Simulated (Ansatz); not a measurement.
# SnH2: what a guessed cell relaxes into, part 3 of 3

The task: take a trial cell of SnH2 to zero force and stress.

Ansatz 0.2.0; DFT PBE, scalar-relativistic, plane waves, PAW. Earlier steps stand in the parts before.

## 5. Changing settings: mp_grid.grid [8, 8, 5], pseudopotentials.kind nc, ecutwfc left out

Input file input.yaml:

```yaml
crystal:
  lattice:
    - [3.7845843975, 0.0, 0.0]
    - [0.0, 3.7845843975, 0.0]
    - [0.0, 0.0, 7.9451821803]
  atoms:
    - { symbol: Sn, position: [0.0, 0.0, 0.0] }
    - { symbol: Sn, position: [0.0, 0.0, 0.5] }
    - { symbol: H, position: [0.5, 0.0, 0.0] }
    - { symbol: H, position: [0.0, 0.5, 0.0] }
    - { symbol: H, position: [0.0, 0.0, 0.239775672] }
    - { symbol: H, position: [0.0, 0.0, 0.760224328] }
kpoints:
  mp_grid: { grid: [8, 8, 5] }
hamiltonian:
  xc: pbe
  pseudopotentials: { kind: nc }
scf:
  occupations: { method: gaussian, width: 0.1 }
output:
  forces: true
  eigenvalues: true
  stress: true
relax:
  adjacent_minimum: "off"
  f_tol: 0.01
  max_steps: 80
  cell: { stress_tol: 0.05 }
```

The run is started by

```
> ansatz run input.yaml --threads 1 --pin off --max-ram 2048MiB --backend cpu --events-out ev --progress --plain --runs-dir out
```

The program printed:

```text
Warning: RAYON_NUM_THREADS=1 ignored (pool sized by the plan → 1); use --threads N
The last accepted step is kept in <dir> (removed where the run ends without a failure and the disk answers)
Engine: ansatz 0.2.0, x86_64-unknown-linux-gnu
Pseudopotentials: kind: nc
Pseudopotential: Sn, nc, valence charge 14, recommended cutoff 979.609905 eV (normal), Sn.nc.azcp
Pseudopotential: H, nc, valence charge 1, recommended cutoff 979.609905 eV (normal), H.nc.azcp
Functional definition: PBE
  parameter kappa = 0.804
  parameter beta = 0.06672455060314922
  exchange = pbe_x(kappa = kappa, mu = beta*pi^2/3)
  correlation = pbe_c(beta = beta)
Crystal: 6 atoms, lattice volume = 113.799 Å³
Basis set: ecut = 979.609905 eV, 7981 PW (Γ), exchange–correlation on 80×80×180 points (8 copies of the dense FFT grid, shifted against one another)
Bands: 22, of which v1, the nominal top of the filled ones, is band 16 counted from 1 (15 counted from 0)
Symmetry: 16 space group operations
Space group: P4/mmm (ITA 123), of the structure as read, at distance tolerance 4.8e-5 Å
k-points: 45 of 320
Non-local potential: Sn, projectors of the file, l = 0: 3, l = 1: 3, l = 2: 2, l = 3: 2
Non-local potential: H, projectors of the file, l = 0: 2, l = 1: 1
Initial density: superposition of atomic densities (chi_scale 0.1, normalization cell, long waves kept (reshape's long-wave potential 0.07 eV rms))
Initial wavefunctions: pseudopotential atomic-orbital guess
Functional: x = pbe(κ = 0.804, μ = 0.2195149727645171), c = pbe(β = 0.06672455060314922)
SCF iter   1: F=—  HF=-4477.551424 eV  |F-HF|=—  |Δ(HF+E_count)|=         —  Δρ=4.98e-2  dr2=2.91e0  ethr=3.10e-3  ⟨swp⟩=13.4  Hψ=8688  notcnv=0  defer=2
preconditioner: auto → LDOS  [metal: Δε(μ)=0.029 eV  Ē_g=8.780 eV  σ=0.100 eV  W_gap=0.16  n_scr=16 (ndim 8)  ℏωp=12.1 eV  f_vac=0.045  D(μ)=2.04/eV (n_scr^D=8)  β→1.0]
SCF iter   2: F=—  HF=-4476.742973 eV  |F-HF|=—  |Δ(HF+E_count)|=   8.08e-1  Δρ=1.05e-2  dr2=1.24e-1  ethr=3.10e-3  ⟨swp⟩=4.6  Hψ=2559  notcnv=0  defer=50
SCF iter   3: F=—  HF=-4476.726919 eV  |F-HF|=—  |Δ(HF+E_count)|=   1.61e-2  Δρ=2.60e-3  dr2=5.16e-3  ethr=3.88e-4  ⟨swp⟩=4.6  Hψ=3012  notcnv=0  defer=50
SCF iter   4: F=—  HF=-4476.726395 eV  |F-HF|=—  |Δ(HF+E_count)|=   5.24e-4  Δρ=7.31e-4  dr2=3.13e-4  ethr=1.61e-5  ⟨swp⟩=3.8  Hψ=2570  notcnv=0  defer=50
SCF iter   5: F=—  HF=-4476.726364 eV  |F-HF|=—  |Δ(HF+E_count)|=   3.07e-5  Δρ=1.14e-4  dr2=1.89e-5  ethr=9.79e-7  ⟨swp⟩=4.4  Hψ=2838  notcnv=0  defer=50
SCF iter   6: F=—  HF=-4476.726340 eV  |F-HF|=—  |Δ(HF+E_count)|=   2.44e-5  Δρ=2.73e-5  dr2=3.18e-7  ethr=5.92e-8  ⟨swp⟩=3.7  Hψ=2061  notcnv=0  defer=50
SCF iter   7: F=-4476.726340 eV  HF=-4476.726340 eV  |F-HF|=4.04e-9  |Δ(HF+E_count)|=   3.40e-9  Δρ=6.12e-6  dr2=1.84e-8  ethr=3.13e-10  ⟨swp⟩=23.5  Hψ=9727  notcnv=0
SCF 1 converged in 7 iterations: F = -4476.726340 eV  dr2 = 1.84e-8
relax step   1: F+E_penalty+E_count = -4476.72633997 eV  Δ(F+E_penalty+E_count) = +0.000e0 eV  max|allowed force component| = 9.139e-2 eV/Å  Δτ_max = 0.0000 Å  P = -0.302 GPa  Ω = 113.799 Å³  (7 SCF iters, dr2 threshold 1.00e-7 eV, accepted)
Crystal: 6 atoms, lattice volume = 112.589 Å³
Basis set: ecut = 979.609905 eV, 7917 PW (Γ), exchange–correlation on 80×80×180 points (8 copies of the dense FFT grid, shifted against one another)
Initial density: handed on by an earlier stage of this run
Initial wavefunctions: those handed on with the density
iter 1 solved again at ethr=7.85e-6 eV; its pass at ethr=3.10e-3 eV (dr2=2.51e-3 eV) is discarded
SCF iter   1: F=—  HF=-4476.729499 eV  |F-HF|=—  |Δ(HF+E_count)|=         —  Δρ=1.53e-3  dr2=2.14e-3  ethr=7.85e-6  ⟨swp⟩=4.7  Hψ=9891  notcnv=0
preconditioner: auto → LDOS  [metal: Δε(μ)=0.062 eV  Ē_g=8.625 eV  σ=0.100 eV  W_gap=0.31  n_scr=16 (ndim 8)  ℏωp=12.1 eV  f_vac=0.132  D(μ)=1.29/eV (n_scr^D=2)  β→1.0]
SCF iter   2: F=—  HF=-4476.729031 eV  |F-HF|=—  |Δ(HF+E_count)|=   4.67e-4  Δρ=3.12e-4  dr2=8.69e-5  ethr=6.69e-6  ⟨swp⟩=3.0  Hψ=1374  notcnv=0
SCF iter   3: F=—  HF=-4476.729027 eV  |F-HF|=—  |Δ(HF+E_count)|=   4.45e-6  Δρ=4.31e-5  dr2=1.32e-6  ethr=2.71e-7  ⟨swp⟩=3.9  Hψ=2388  notcnv=0
SCF iter   4: F=-4476.729027 eV  HF=-4476.729027 eV  |F-HF|=1.08e-9  |Δ(HF+E_count)|=   9.21e-8  Δρ=9.98e-6  dr2=6.47e-8  ethr=1.63e-9  ⟨swp⟩=16.6  Hψ=8584  notcnv=0
SCF 2 converged in 4 iterations: F = -4476.729027 eV  dr2 = 6.47e-8
relax step   2: F+E_penalty+E_count = -4476.72902677 eV  Δ(F+E_penalty+E_count) = -2.687e-3 eV  max|allowed force component| = 4.756e-2 eV/Å  Δτ_max = 0.0213 Å  P = +0.091 GPa  Ω = 112.589 Å³  energy of the carried Pulay correction = +1.063e-4 eV  (4 SCF iters, dr2 threshold 5.22e-7 eV, accepted)
Crystal: 6 atoms, lattice volume = 112.822 Å³
iter 1 solved again at ethr=5.70e-7 eV; its pass at ethr=3.10e-3 eV (dr2=1.82e-4 eV) is discarded
SCF iter   1: F=—  HF=-4476.729493 eV  |F-HF|=—  |Δ(HF+E_count)|=         —  Δρ=4.65e-4  dr2=1.85e-4  ethr=5.70e-7  ⟨swp⟩=4.9  Hψ=8872  notcnv=0
preconditioner: auto → LDOS  [metal: Δε(μ)=0.124 eV  Ē_g=8.601 eV  σ=0.100 eV  W_gap=0.48  n_scr=16 (ndim 8)  ℏωp=12.1 eV  f_vac=0.136  D(μ)=1.33/eV (n_scr^D=2)  β→1.0]
SCF iter   2: F=—  HF=-4476.729435 eV  |F-HF|=—  |Δ(HF+E_count)|=   5.85e-5  Δρ=9.10e-5  dr2=7.62e-6  ethr=5.70e-7  ⟨swp⟩=2.6  Hψ=1398  notcnv=0
SCF iter   3: F=—  HF=-4476.729425 eV  |F-HF|=—  |Δ(HF+E_count)|=   1.00e-5  Δρ=1.07e-5  dr2=8.21e-8  ethr=4.42e-10  ⟨swp⟩=14.7  Hψ=10004  notcnv=0
SCF iter   4: F=-4476.729425 eV  HF=-4476.729425 eV  |F-HF|=7.68e-10  |Δ(HF+E_count)|=   1.11e-8  Δρ=2.21e-6  dr2=2.66e-9  ethr=2.56e-10  ⟨swp⟩=7.8  Hψ=6362  notcnv=0
SCF 3 converged in 4 iterations: F = -4476.729425 eV  dr2 = 2.66e-9
relax step   3: F+E_penalty+E_count = -4476.72942455 eV  Δ(F+E_penalty+E_count) = -3.978e-4 eV  max|allowed force component| = 8.062e-4 eV/Å  Δτ_max = 0.0070 Å  P = -0.004 GPa  Ω = 112.822 Å³  energy of the carried Pulay correction = +8.575e-5 eV  (4 SCF iters, dr2 threshold 1.41e-7 eV, accepted)
Initial wavefunctions: pseudopotential atomic-orbital guess (no wavefunctions were taken with the density)
iter 1 solved again at ethr=1.42e-7 eV; its pass at ethr=3.10e-3 eV (dr2=4.55e-5 eV) is discarded
SCF iter   1: F=—  HF=-4476.729353 eV  |F-HF|=—  |Δ(HF+E_count)|=         —  Δρ=8.21e-6  dr2=6.74e-9  ethr=1.42e-7  ⟨swp⟩=7.5  Hψ=13897  notcnv=0
eigensolver tolerance schedule: the retry pair's looser diagonalisation over-reported the residual by 6744.01 of it (diagonalisation noise at 0.45 of the residual, at the tolerance the schedule requests for it); recorded, not acted on — ethr = c·dr2/N_el stays at c = 1.0e-1
preconditioner: auto → LDOS  [metal: Δε(μ)=0.123 eV  Ē_g=8.601 eV  σ=0.100 eV  W_gap=0.48  n_scr=16 (ndim 8)  ℏωp=12.1 eV  f_vac=0.136  D(μ)=1.33/eV (n_scr^D=2)  β→1.0]
SCF iter   2: F=—  HF=-4476.729351 eV  |F-HF|=—  |Δ(HF+E_count)|=   2.48e-6  Δρ=1.35e-6  dr2=7.62e-10  ethr=2.11e-11  ⟨swp⟩=6.7  Hψ=3847  notcnv=0
SCF iter   3: F=-4476.729351 eV  HF=-4476.729351 eV  |F-HF|=2.73e-12  |Δ(HF+E_count)|=  6.28e-11  Δρ=2.40e-7  dr2=3.47e-11  ethr=1.00e-12  ⟨swp⟩=14.9  Hψ=9485  notcnv=0
SCF 4 converged in 3 iterations: F = -4476.729351 eV  dr2 = 3.47e-11
relax step   4: F+E_penalty+E_count = -4476.72935071 eV  Δ(F+E_penalty+E_count) = +7.384e-5 eV  max|allowed force component| = 8.304e-4 eV/Å  Δτ_max = 0.0000 Å  P = -0.005 GPa  Ω = 112.822 Å³  stress off target by 9.45e-3 GPa  SCF on the basis re-selected at this cell (its energy is not comparable with the rows above)  (3 SCF iters)
basis re-selected at this cell: Δ(F+E_penalty+E_count) = +7.384e-5 eV, ΔP = -0.002 GPa vs the last step (what re-selecting the basis moved, of the pressure what is left beyond the Pulay correction that the steps carried, after the strain that the cell walked since its last selection, with what the two solves' SCF thresholds leave and, on support functions, any second-order correction that the steps lacked; it is no measure of the basis error at this ecutwfc). This SCF's stress stands 9.45e-3 GPa from its target on what of the cell is left free (relax.cell.stress_tol is 5.00e-2 GPa) and its largest allowed force component is 8.30e-4 eV/Å (relax.f_tol is 1.00e-2 eV/Å): within both
SCF converged after 3 iterations
Free energy (F): -4476.729351 eV
Harris-Foulkes:  -4476.729351 eV  (|F-HF|=2.73e-12)
Internal energy: -4476.722714 eV  (E = F + TS)
E sigma→0 (E₀):  -4476.726032 eV
Entropy (-TS):   -0.006637 eV (-1.106 meV/atom)
Fermi energy:    4.071263 eV
--- Per-component energies (eV) ---
  E_band       = -365.308489
  E_kinetic    = 2769.905748
  E_local      = -2867.887277  (includes V_loc(G=0)·N_el)
  E_nonlocal   = -2290.838306
  E_hartree    = 1391.403896
  E_xc         = -1350.822238
  E_vxc        = -759.296668  (∫ρ·V_xc dr)
  E_ewald      = -2128.484536
  E_smearing   = -0.006637  (= −TS)
  E_closure    = -0.000000  (closes the sum)
  Σ components = -4476.729351   (vs F -4476.729351, Δ=0.00e0)
--- Forces (eV/Å), atoms counted from 1 ---
  atom   1  Sn     0.00000000     0.00000000     0.00000000
  atom   2  Sn     0.00000000    -0.00000000     0.00000000
  atom   3  H      0.00000000    -0.00000000     0.00000000
  atom   4  H      0.00000000    -0.00000000     0.00000000
  atom   5  H      0.00000000     0.00000000     0.00083044
  atom   6  H     -0.00000000     0.00000000    -0.00083044
  max |Σ_I F_I| component: 1.08e-19 eV/Å
--- Stress (GPa, compression-positive) ---
       -0.009453       0.000000       0.000000
        0.000000      -0.009453       0.000000
        0.000000       0.000000       0.002454
  P = ⅓ Tr σ = -0.0055 GPa (-0.055 kbar)
--- Band table (eV; the first three rows and the last of 45) ---
  k-point 0: bands = ["-18.0849", "-17.9577", "-17.8681", "-17.8272", "-17.8272", "-17.4568", "-17.4215", "-17.4074", "-17.4074", "-17.3764", "-6.8682", "-3.7453", "-1.9736", "2.1074", "2.9246", "5.2954", "5.8170", "5.8170", "7.4917", "7.4917", "9.2784", "9.2867"]
  k-point 1: bands = ["-18.0849", "-17.9571", "-17.8681", "-17.8272", "-17.8272", "-17.4575", "-17.4215", "-17.4074", "-17.4074", "-17.3764", "-6.8546", "-3.9449", "-1.5150", "2.1075", "2.1244", "5.8375", "5.8375", "5.9428", "7.4403", "7.4403", "8.8735", "9.7195"]
  k-point 2: bands = ["-18.0849", "-17.9560", "-17.8681", "-17.8272", "-17.8272", "-17.4587", "-17.4215", "-17.4075", "-17.4075", "-17.3764", "-6.8317", "-4.1849", "-0.4946", "0.7818", "2.1076", "5.8728", "5.8728", "6.6869", "7.3569", "7.3569", "8.4612", "10.7920"]
  k-point 44: bands = ["-17.9048", "-17.9010", "-17.8919", "-17.8423", "-17.8423", "-17.4347", "-17.4196", "-17.4196", "-17.4028", "-17.3511", "-3.5141", "-2.4600", "-2.1218", "-2.1218", "1.1842", "2.8493", "3.4206", "3.4206", "7.0516", "8.1032", "9.2890", "9.2890"]
--- Relaxed structure (3 steps of the walk, 3 accepted, 1 SCFs on fresh bases) ---
  F+E_penalty+E_count = -4476.72935071 eV   max|allowed force component| = 8.304e-4 eV/Å   (the final SCF, on the basis selected at the relaxed cell)
  cell:  # Å, volume = 112.8223 Å³
    - [3.7646565480352376, 3.76026632911714e-35, 0.0]
    - [3.76026632911714e-35, 3.7646565480352376, 0.0]
    - [0.0, 0.0, 7.960574349555168]
  atoms:
    - { symbol: Sn, position: [3.786739517089883e-37, 3.9083914359574325e-38, 9.097355251536568e-20] }
    - { symbol: Sn, position: [1.814425428216e-37, 1.5788866065788303e-38, 0.5] }
    - { symbol: H, position: [0.49999999999999994, 4.840193367708868e-38, 9.097355251536568e-20] }
    - { symbol: H, position: [-4.972198641373663e-37, 0.49999999999999994, 9.097355251536568e-20] }
    - { symbol: H, position: [6.341429813308415e-38, -1.3718195106340653e-38, 0.23797359679169733] }
    - { symbol: H, position: [1.294169349654777e-39, -1.9930207984683588e-38, 0.7620264032083026] }
```

It took 2 min on 1 thread of Intel Xeon Platinum 8259CL at 2.50GHz (Skylake/Cascade Lake), shared host; peak memory 0.64 GiB.

```csv
run,ending,energy change,pressure (GPa),gap (eV),force (eV/Å),cycles,time
step 4,converged,-,0.0,0.00,0.00,-,52 s
variant,converged,not comparable,0.0,0.00,0.00,-,2 min
```

Total energies don't compare across a change of potentials; the final volume goes from 112.56 to 112.82 Å³. The k-point mesh and cutoff changed too.

## 6. What came out

What follows sums up all 3 parts. Changes of volume or cell count from the first structure of part 1.

| quantity | value |
| --- | --- |
| symmetry at the end (tolerance 0.05 Å) | space group P4/mmm (No. 123) |
| conventional cell | a = 3.759 Å, b = 3.759 Å, c = 7.964 Å, α = 90.00°, β = 90.00°, γ = 90.00° |
| volume | 18.76 Å³/atom |
| energy over the elements (uncorrected; H, N, O, F and Cl as molecules), grey Sn | +0.44 eV/atom |
| gap on the mesh | none (metal) |

**Reading.** The space group P4/mmm (No. 123) is kept, and the volume per atom shrinks by 34.4 % from the first guess. With a positive formation energy it can't be a ground state. No finished test with a distortion of lower symmetry is shown, so the end may be a saddle point.
